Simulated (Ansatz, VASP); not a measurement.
# Cross-check of LiCl between VASP and Ansatz, part 2 of 2

Aim: how closely do two programs agree when they are given the same cell, functional and k mesh? The cell is taken from a series of VASP runs on this material, whose earlier steps may have relaxed, scaled or displaced it; both programs get it as it stands.

VASP 6.6.1 and Ansatz 0.2.0.

So far. Step 4 (Differences): Among the levels compared at these points, filled levels agree within 21 meV and empty ones within 172 meV.

## 6. VASP: band structure, LDA

Level of this step: LDA; plane waves and PAW (Cl, Li_sv) (VASP).

Levels along a path test the potential and the projectors away from the mesh points. The cell compared in this pair holds 30.50 Å³, against 34.01 Å³ for the pair before.

The input, INCAR:

```
SYSTEM = LiCl
PREC = Accurate
ENCUT = 580
EDIFF = 1E-06
NELM = 100
ISMEAR = 0
SIGMA = 0.03
LREAL = .FALSE.
ALGO = Normal
GGA = CA
NBANDS = 17
LORBIT = 11
LWAVE = .FALSE.
LCHARG = .FALSE.
KPAR = 4
LASPH = .TRUE.
```

The input, POSCAR:

```
LiCl
1.0
    0.0000000000      2.4799637232      2.4799637232
    2.4799637232      0.0000000000      2.4799637232
    2.4799637232      2.4799637232      0.0000000000
Cl Li
1 1
Direct
    0.5000000000      0.5000000000      0.5000000000
    0.0000000000      0.0000000000      0.0000000000
```

The input, KPOINTS:

```
Automatic mesh
0
Gamma
8 8 8
0 0 0
```

The input, KPOINTS_OPT:

```
Line mode
10
Line-mode
Reciprocal
  0.00000000   0.00000000   0.00000000 GAMMA
  0.50000000   0.00000000   0.50000000 X

  0.50000000   0.00000000   0.50000000 X
  0.50000000   0.25000000   0.75000000 W

  0.50000000   0.25000000   0.75000000 W
  0.37500000   0.37500000   0.75000000 K

  0.37500000   0.37500000   0.75000000 K
  0.00000000   0.00000000   0.00000000 GAMMA

  0.00000000   0.00000000   0.00000000 GAMMA
  0.50000000   0.50000000   0.50000000 L

  0.50000000   0.50000000   0.50000000 L
  0.62500000   0.25000000   0.62500000 U

  0.62500000   0.25000000   0.62500000 U
  0.50000000   0.25000000   0.75000000 W

  0.50000000   0.25000000   0.75000000 W
  0.50000000   0.50000000   0.50000000 L

  0.50000000   0.50000000   0.50000000 L
  0.37500000   0.37500000   0.75000000 K

  0.62500000   0.25000000   0.62500000 U
  0.50000000   0.00000000   0.50000000 X
```

PAW data sets: Cl and Li_sv (LDA family, release 64).

Launch:

```
mpirun -np 4 vasp_std
```

Numbers of over 12 decimals in the logs are rounded to 6 here.

Log:

```text
[banner, memory and clock lines left out]
running    4 mpi-ranks, on    1 nodes
[...]
LDA part: xc-table for (Slater(with rela. corr.)+CA(PZ))
 , standard interpolation
 POSCAR, INCAR and KPOINTS ok, starting setup
[...]
entering main loop
       N       E                     dE             d eps       ncg     rms          rms(c)
DAV:   1     0.374376404798E+02    0.37438E+02   -0.43088E+03   986   0.583E+02
DAV:   2    -0.614902893108E+01   -0.43587E+02   -0.41658E+02  1331   0.123E+02
DAV:   3    -0.813439929225E+01   -0.19854E+01   -0.19767E+01  1289   0.249E+01
DAV:   4    -0.816531939399E+01   -0.30920E-01   -0.30911E-01  1320   0.316E+00
[...]
DAV:   9    -0.809597283449E+01    0.48654E-04   -0.11316E-04  1292   0.561E-02    0.368E-02
DAV:  10    -0.809597831650E+01   -0.54820E-05   -0.86413E-06  1341   0.151E-02    0.254E-03
DAV:  11    -0.809597840773E+01   -0.91229E-07   -0.14875E-06  1059   0.493E-03
   1 F= -.80959784E+01 E0= -.80959784E+01  d E =-.678137E-60
 Start KPOINTS_OPT (optional k-point list driver)
k-point batch [1-29\100]
       N       E                     dE             ncg
DAV:   1    -0.186241470593E+04   -0.12733E+05      986
DAV:   2    -0.307969787476E+04   -0.12173E+04     1303
DAV:   3    -0.313418773727E+04   -0.54490E+02     1327
DAV:   4    -0.313490233773E+04   -0.71460E+00     1297
DAV:   5    -0.313491072497E+04   -0.83872E-02     1355
DAV:   6    -0.313491087501E+04   -0.15004E-03     1313
DAV:   7    -0.313491087816E+04   -0.31576E-05     1313
DAV:   8    -0.313491087824E+04   -0.79725E-07     1034
[...]
k-point batch [88-100\100]
       N       E                     dE             ncg
DAV:   1     0.546287210189E+04   -0.69469E+04      442
DAV:   2     0.494519622152E+04   -0.51768E+03      625
DAV:   3     0.492235983169E+04   -0.22836E+02      555
DAV:   4     0.492201435739E+04   -0.34547E+00      675
DAV:   5     0.492201284302E+04   -0.15144E-02      564
DAV:   6     0.492201281871E+04   -0.24309E-04      692
DAV:   7     0.492201281868E+04   -0.28436E-07      462
```

Parts of OUTCAR (step 6):

```text
  Total        0.0083299      0.0083299      0.0083299      0.0000000      0.0000000      0.0000000
  in kB        0.4375077      0.4375077      0.4375077      0.0000000      0.0000000      0.0000000
  external PRESSURE =       0.4375077 kB  Pullay stress =       0.0000000 kB

 POSITION                                       TOTAL-FORCE (eV/Angst)
 -----------------------------------------------------------------------------------
      2.47996      2.47996      2.47996         0.000000     -0.000000     -0.000000
      0.00000      0.00000      0.00000        -0.000000      0.000000      0.000000
 -----------------------------------------------------------------------------------
    total drift:                                0.000000      0.000000      0.000000

  FREE ENERGIE OF THE ION-ELECTRON SYSTEM (eV)
  ---------------------------------------------------
  free  energy   TOTEN  =        -8.0959784077 eV

  energy  without entropy=       -8.0959784077  energy(sigma->0) =       -8.09597841

[... 1 part as in an earlier step ...]

[... 2 further parts left out ...]
[key lines of the parts left out:]
E-fermi :   1.6132
```

The run ends at a pressure of 0.04 GPa.

## 7. Ansatz: band structure, LDA

The same cell, functional (in two slightly different forms), mesh and smearing now go to Ansatz, which takes its cutoff from its data sets.

The cell is taken from a series of VASP runs on this material, whose earlier steps may have relaxed, scaled or displaced it; both programs get it as it stands.

The input, input.yaml:

```yaml
crystal:
  lattice:
    - [0.0, 2.4799637232, 2.4799637232]
    - [2.4799637232, 0.0, 2.4799637232]
    - [2.4799637232, 2.4799637232, 0.0]
  atoms:
    - { symbol: Cl, position: [0.5, 0.5, 0.5] }
    - { symbol: Li, position: [0.0, 0.0, 0.0] }
hamiltonian:
  xc: lda
  pseudopotentials: { kind: paw }
kpoints:
  mp_grid: { grid: [8, 8, 8] }
  band_path:
    path:
      - [0.0, 0.0, 0.0]
      - [0.16667, 0.0, 0.16667]
      - [0.33333, 0.0, 0.33333]
      - [0.5, 0.0, 0.5]
      - [0.5, 0.08333, 0.58333]
      - [0.5, 0.19444, 0.69444]
      - [0.5, 0.25, 0.75]
      - [0.45833, 0.29167, 0.75]
      - [0.40278, 0.34722, 0.75]
      - [0.375, 0.375, 0.75]
      - [0.20833, 0.20833, 0.41667]
      - [0.08333, 0.08333, 0.16667]
      - [0.0, 0.0, 0.0]
      - [0.22222, 0.22222, 0.22222]
      - [0.38889, 0.38889, 0.38889]
      - [0.5, 0.5, 0.5]
      - [0.51389, 0.47222, 0.51389]
      - [0.55556, 0.38889, 0.55556]
      - [0.61111, 0.27778, 0.61111]
      - [0.61111, 0.25, 0.63889]
      - [0.56944, 0.25, 0.68056]
      - [0.51389, 0.25, 0.73611]
      - [0.5, 0.27778, 0.72222]
      - [0.5, 0.38889, 0.61111]
      - [0.5, 0.47222, 0.52778]
      - [0.48611, 0.48611, 0.52778]
      - [0.43056, 0.43056, 0.63889]
      - [0.38889, 0.38889, 0.72222]
      - [0.59722, 0.19444, 0.59722]
      - [0.55556, 0.11111, 0.55556]
      - [0.5, 0.0, 0.5]
    npoints: 1
scf:
  occupations: { method: gaussian, width: 0.03 }
  n_extra_bands: 7
output:
  forces: true
  stress: true
  eigenvalues: true
  write_density: true
  write_potential: true
  elf: true
  volumetric_format: npy
```

Launch:

```
ansatz run input.yaml --threads 2 --pin off --max-ram 4608MiB --backend cpu --events-out ev --progress --plain --runs-dir out
```

Log:

```text
[...]
Crystal: 2 atoms, lattice volume = 30.505 Å³
Basis set: ecut = 420 eV, 609 PW (Γ)
Bands: 12, of which v1, the nominal top of the filled ones, is band 5 counted from 1 (4 counted from 0)
Symmetry: 48 space group operations
[...]
k-points: 29 of 512
[...]
k-point 0: bands = [... 1 lower, -11.3172, 2.4207, 2.4207, 2.4207, 9.0342, 14.0563, 14.0563, 14.0563, ... 3 higher]
  k-point 1: bands = [... 1 lower, -11.2227, 1.7970, 2.3707, 2.3707, 9.4943, 13.3416, 14.0142, 14.0142, ... 3 higher]
  k-point 2: bands = [... 1 lower, -10.9788, 0.5551, 2.2580, 2.2580, 9.6586, 12.8501, 12.8501, 13.5494, ... 3 higher]
  k-point 28: bands = [... 1 lower, -10.2638, -0.1653, -0.1653, 1.1502, 12.0629, 12.4294, 12.8458, 12.8458, ... 3 higher]
[key lines of the parts left out:]
SCF converged after 6 iterations
Free energy (F): -1249.476377 eV
Fermi energy:    5.666231 eV
P = ⅓ Tr σ = 0.1109 GPa (1.109 kbar)
```

Wall time 1.3 s (2 threads of Arm Neoverse N1, shared host); peak memory 0.26 GiB.

## 8. Side by side

What differs besides the data sets and the points named for the pairs above, as far as they apply: the two LDA forms differ slightly; the cutoff is 420 eV in Ansatz and 580 eV in VASP; VASP's log shows a relativistic correction to its local exchange, Ansatz's none. Total energies have different zeros and are not compared.

Compared:

```
                     quantity  Ansatz   VASP  difference
               pressure (GPa)    0.11   0.04       +0.07
gap over the path points (eV)   6.485  6.509      -0.025
```

Levels at points of the path, from each program's valence-band top (eV; 3 filled, then empty):

```
k (reciprocal lattice)                              Ansatz                                VASP
     0.000 0.000 0.000  -0.01 -0.01 -0.01 6.61 11.63 11.63  -0.01 -0.01 -0.01 6.63 11.81 11.81
     0.167 0.000 0.167  -0.92 -0.39 -0.39 7.89 10.07 10.49  -0.92 -0.39 -0.39 7.90 10.18 10.59
     0.333 0.000 0.333   -2.63 -1.05 -1.05 8.31 8.38 10.93   -2.63 -1.05 -1.05 8.38 8.45 10.94
     0.500 0.000 0.500   -3.50 -1.35 -1.35 7.77 7.79 12.98   -3.50 -1.35 -1.35 7.83 7.86 12.98
     0.500 0.083 0.583   -3.39 -1.55 -1.33 8.01 8.15 12.61   -3.39 -1.55 -1.33 8.08 8.22 12.64
     0.500 0.194 0.694   -2.93 -2.22 -1.28 9.00 9.55 10.82   -2.93 -2.22 -1.29 9.07 9.62 10.90
     0.500 0.250 0.750  -2.59 -2.59 -1.28 9.64 10.00 10.42  -2.60 -2.60 -1.28 9.73 10.06 10.49
     0.458 0.292 0.750  -2.82 -2.34 -1.23 8.89 10.03 10.62  -2.83 -2.35 -1.23 8.96 10.11 10.70
     0.403 0.347 0.750   -3.00 -2.17 -1.05 7.95 9.94 11.53  -3.00 -2.17 -1.06 8.01 10.02 11.63
     0.375 0.375 0.750   -3.02 -2.16 -1.02 7.82 9.93 11.71  -3.02 -2.16 -1.02 7.88 10.01 11.77
```

Among the levels compared at these points, filled levels agree within 4 meV and empty ones within 180 meV.

## 9. Ansatz: dielectric response, LDA

The response to a field tests empty states and converges slowly with the mesh. The cell compared in this pair holds 34.01 Å³, against 30.50 Å³ for the pair before.

The cell is taken from a series of VASP runs on this material, whose earlier steps may have relaxed, scaled or displaced it; both programs get it as it stands.

The input, input.yaml:

```yaml
crystal:
  lattice:
    - [0.0, 2.5715, 2.5715]
    - [2.5715, 0.0, 2.5715]
    - [2.5715, 2.5715, 0.0]
  atoms:
    - { symbol: Cl, position: [0.5, 0.5, 0.5] }
    - { symbol: Li, position: [0.0, 0.0, 0.0] }
hamiltonian:
  xc: lda
  pseudopotentials: { kind: paw }
kpoints:
  mp_grid: { grid: [10, 10, 10] }
scf:
  occupations: { method: fixed }
dielectric:
  method: response
```

Log:

```text
[...]
Crystal: 2 atoms, lattice volume = 34.009 Å³
Basis set: ecut = 420 eV, 645 PW (Γ), exchange–correlation on 50×50×50 points (8 copies of the dense FFT grid, shifted against one another)
Bands: 9, of which v1, the nominal top of the filled ones, is band 5 counted from 1 (4 counted from 0)
Symmetry: 48 space group operations
k-points: 102 of 1000 (irreducible under 8 space group operations, time reversal used)
[...]
Born effective charges Z* (e; rows j = field, columns β = displacement):
    site 0:
        -1.18475   -0.00000    0.00000
         0.00000   -1.18475   -0.00000
         0.00000   -0.00000   -1.18475
    site 1:
         1.18475    0.00000   -0.00000
        -0.00000    1.18475    0.00000
         0.00000    0.00000    1.18475
  Z* charge neutrality: 2.603e-6 e pre-enforcement
  k-mesh period / interband length: 36.4 Å / 1.32 Å = 27.47 at k = (0.0000, 0.0000, -0.5000), direct gap 6.640 eV — 14 or more, which is no proof of convergence
[key lines of the parts left out:]
SCF converged after 6 iterations
Free energy (F): -1249.436050 eV
Fermi energy:    1.426435 eV
```

The job ended after 6.8 s (2 threads; peak memory 0.33 GiB; 13 s of CPU time).

## 10. VASP: dielectric response, LDA

The same cell, functional (in two slightly different forms) and mesh now go to VASP, with its own data sets and cutoff.

The input, INCAR:

```
SYSTEM = LiCl
PREC = Accurate
ENCUT = 580
EDIFF = 1E-08
NELM = 100
ISMEAR = 0
SIGMA = 0.01
LREAL = .FALSE.
ALGO = Normal
GGA = CA
NBANDS = 11
LORBIT = 11
LWAVE = .FALSE.
LCHARG = .FALSE.
KPAR = 4
LEPSILON = .TRUE.
LPEAD = .TRUE.
```

The input, POSCAR:

```
LiCl
1.0
    0.0000000000      2.5715000000      2.5715000000
    2.5715000000      0.0000000000      2.5715000000
    2.5715000000      2.5715000000      0.0000000000
Cl Li
1 1
Direct
    0.5000000000      0.5000000000      0.5000000000
    0.0000000000      0.0000000000      0.0000000000
```

The input, KPOINTS:

```
Automatic mesh
0
Gamma
10 10 10
0 0 0
```

Launch:

```
mpirun -np 4 vasp_std
```

Log:

```text
[... set-up lines as in an earlier step ...]
 entering main loop
       N       E                     dE             d eps       ncg     rms          rms(c)
DAV:   1     0.409241553733E+02    0.40924E+02   -0.43422E+03  1034   0.895E+02
DAV:   2    -0.564650355942E+01   -0.46571E+02   -0.44817E+02  1337   0.152E+02
DAV:   3    -0.807726583256E+01   -0.24308E+01   -0.24246E+01  1307   0.366E+01
DAV:   4    -0.813321027589E+01   -0.55944E-01   -0.55910E-01  1458   0.558E+00
[...]
DAV:  10    -0.805621660437E+01   -0.10095E-04   -0.98411E-06  1229   0.231E-02    0.954E-03
DAV:  11    -0.805621642702E+01    0.17735E-06   -0.15525E-06  1247   0.866E-03    0.129E-03
DAV:  12    -0.805621642269E+01    0.43300E-08   -0.73274E-08  1664   0.186E-03
   1 F= -.80562164E+01 E0= -.80562164E+01  d E =-.150062E-17
 Linear response reoptimize wavefunctions to high precision
DAV:   1    -0.805621641795E+01    0.47363E-08   -0.57227E-09  1424   0.558E-04
DAV:   2    -0.805621641801E+01   -0.60936E-10   -0.74374E-10   978   0.174E-04
 Linear response to external field (no local field effect), progress :
[...]
RMM:  17    -0.208815471218E+00   -0.12546E-06   -0.21940E-07  2259   0.859E-05    0.181E-05
RMM:  18    -0.208815488442E+00   -0.17224E-07   -0.11119E-07  1997   0.838E-05    0.814E-06
 change of polarisation eV/A/(eV/A) component  2 :     0.067     0.383    -0.010
 dielectric tensor                  component  2 :     0.358     3.036    -0.054
 Linear response to external field, progress :
  Direction:   3
       N       E                     dE             d eps       ncg     rms          rms(c)
RMM:   1    -0.211345966270E+00   -0.21135E+00   -0.64886E-01  1731   0.290E+00
RMM:   2    -0.221782538291E+00   -0.10437E-01   -0.23638E-02  1906   0.769E-01    0.107E+00
RMM:   3    -0.198928686829E+00    0.22854E-01   -0.33521E-02  3765   0.838E-01    0.532E-01
RMM:   4    -0.202710811869E+00   -0.37821E-02   -0.15168E-02  4719   0.565E-01    0.166E-01
[...]
RMM:  17    -0.208821948152E+00   -0.20891E-06   -0.32536E-07  2768   0.940E-05    0.774E-05
RMM:  18    -0.208822108507E+00   -0.16035E-06   -0.18827E-07  2329   0.914E-05    0.127E-05
RMM:  19    -0.208822122156E+00   -0.13649E-07   -0.11879E-07  1863   0.879E-05    0.655E-06
 change of polarisation eV/A/(eV/A) component  3 :     0.004     0.046     0.383
 dielectric tensor                  component  3 :     0.020     0.244     3.037
 Born effective charges drift removed
```

OUTCAR, selected parts (step 10):

```text
  Total       -0.7422028     -0.7422028     -0.7422028      0.0000000      0.0000000     -0.0000000
  in kB      -34.9658081    -34.9658081    -34.9658081      0.0000000      0.0000000     -0.0000000
  external PRESSURE =     -34.9658081 kB  Pullay stress =       0.0000000 kB

 POSITION                                       TOTAL-FORCE (eV/Angst)
 -----------------------------------------------------------------------------------
      2.57150      2.57150      2.57150        -0.000000     -0.000000      0.000000
      0.00000      0.00000      0.00000         0.000000      0.000000     -0.000000
 -----------------------------------------------------------------------------------
    total drift:                               -0.000000     -0.000000      0.000000

 MACROSCOPIC STATIC DIELECTRIC TENSOR (including local field effects in DFT)
 ------------------------------------------------------
           3.036465    -0.000000     0.000000
           0.000000     3.036465    -0.000000
          -0.000000     0.000000     3.036465
 ------------------------------------------------------

[... 1 part as in an earlier step ...]

[... 1 further part left out ...]
```

The gap is read on the k-mesh alone, so it is an upper bound where the band edges lie off the mesh. Energies printed during the response cycles are not total energies of the cell.

## 11. Comparison

Both answers:

```
                                     quantity  Ansatz   VASP  difference
                                        ε∞ xx    3.03   3.04     -0.05 %
                                        ε∞ yy    3.03   3.04     -0.05 %
                                        ε∞ zz    3.03   3.04     -0.05 %
Born charge of Cl1 (mean of the diagonal) (e)   -1.18  -1.18        0.00
Born charge of Li2 (mean of the diagonal) (e)    1.18   1.18        0.00
```

## 12. What came out

* difference in gap over the path points (band structure, r2SCAN): -0.066 eV
* difference in gap over the path points (band structure, LDA): -0.025 eV
* difference in ε∞ xx (dielectric response, LDA): -0.052 %

In words: The difference in gap over the path points is -0.066 eV (band structure, r2SCAN), within the 0.08 eV picked in this series as the mark of a large difference. For band structure, r2SCAN, no further run moves any of the tabulated differences by more than a quarter of its size. 2 further runs of this series are not shown here. Such differences can come from data sets, numerical settings and the points named under the comparisons, not from the functional's error against experiment.

[Lines on the potential files, build, host, timing and source positions are cut from VASP's logs without a mark.]

[Logs are printed without paths, hosts, clocks, repeated set-up lines and the standing remarks that a program may print on its own settings, such as how far it seeks lower states.]

[Hosts, paths, dates, database ids (printed as entryN), source tags and the programs' standing remarks are cut or masked in the printed files.]
